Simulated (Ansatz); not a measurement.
Input of an Ansatz 0.2.0 run:

input.yaml

```yaml
crystal:
  lattice:
    - [1.397149, -2.600516, 0.0]
    - [1.397149, 2.600516, 0.0]
    - [0.0, 0.0, 2.698231]
  atoms:
    - { symbol: Ge, position: [0.5, 0.5, 0.0] }
hamiltonian:
  xc: rpbe
  pseudopotentials: { kind: paw }
kpoints:
  mp_grid: { grid: [11, 11, 10] }
  band_path:
    path:
      - [[0.0, 0.0, 0.0], [0.3221616403, 0.3221616403, 0.0], [0.0, 0.5, 0.0], [0.0, 0.5, 0.5], [0.3221616403, 0.3221616403, 0.5], [0.0, 0.0, 0.5], [0.0, 0.0, 0.0], [-0.5, 0.5, 0.0], [-0.3221616403, 0.6778383597, 0.0], [-0.3221616403, 0.6778383597, 0.5], [-0.5, 0.5, 0.5], [-0.5, 0.5, 0.0]]
      - [[0.0, 0.0, 0.5], [-0.5, 0.5, 0.5]]
    npoints: 14
scf:
  occupations: { method: fermi_dirac, width: 0.05 }
  n_extra_bands: 6
output:
  forces: true
  stress: true
  eigenvalues: true
  fatbands: false
  write_density: true
  write_potential: true
  elf: true
  volumetric_format: npy
```

Potentials or basis: Ansatz PAW.

Command:

```bash
$ ansatz run input.yaml --threads 2 --pin off --max-ram 5632MiB --backend cpu --events-out ev --progress --plain --runs-dir out
```

Question: What does it give for the band gap on the k mesh?

Answer: None (metal or under the smearing width).

Question: Predict the pressure.

Answer: 1.0 GPa.

Levels at the corners of the path, in eV from the Fermi level:
```
point  band 4  band 5  band 6  band 7  band 8  band 9  band 10  band 11
    Γ  -24.51  -24.49  -12.83    6.72    7.20    8.72    10.08    12.45
    X  -24.54  -24.53   -6.96   -3.53   -2.98   11.14    16.53    17.37
    S  -24.52  -24.52   -7.74   -5.27    3.49    7.43    10.62    16.47
    R  -24.52  -24.42   -3.56   -2.22   -1.58    3.64     6.38    11.57
    A  -24.57  -24.43   -2.65   -1.00   -0.47    0.15     5.25     5.56
    Z  -24.55  -24.52   -9.04   -5.66   10.06   11.58    15.89    16.14
    Γ  -24.51  -24.49  -12.83    6.72    7.20    8.72    10.08    12.45
    Y  -24.53  -24.50   -8.61   -5.49    5.27    9.09     9.95    15.71
   X1  -24.54  -24.53   -6.96   -3.53   -2.98   11.14    16.53    17.37
   A1  -24.57  -24.43   -2.65   -1.00   -0.47    0.15     5.25     5.56
    T  -24.53  -24.44   -4.53   -2.38   -2.22    3.26     8.17    13.36
    Y  -24.53  -24.50   -8.61   -5.49    5.27    9.09     9.95    15.71
    Z  -24.55  -24.52   -9.04   -5.66   10.06   11.58    15.89    16.14
    T  -24.53  -24.44   -4.53   -2.38   -2.22    3.26     8.17    13.36
```

Caveat: the PAW data sets come from PBE, with cores solved anew for the run's functional, which leaves a small shift of forces and pressure.
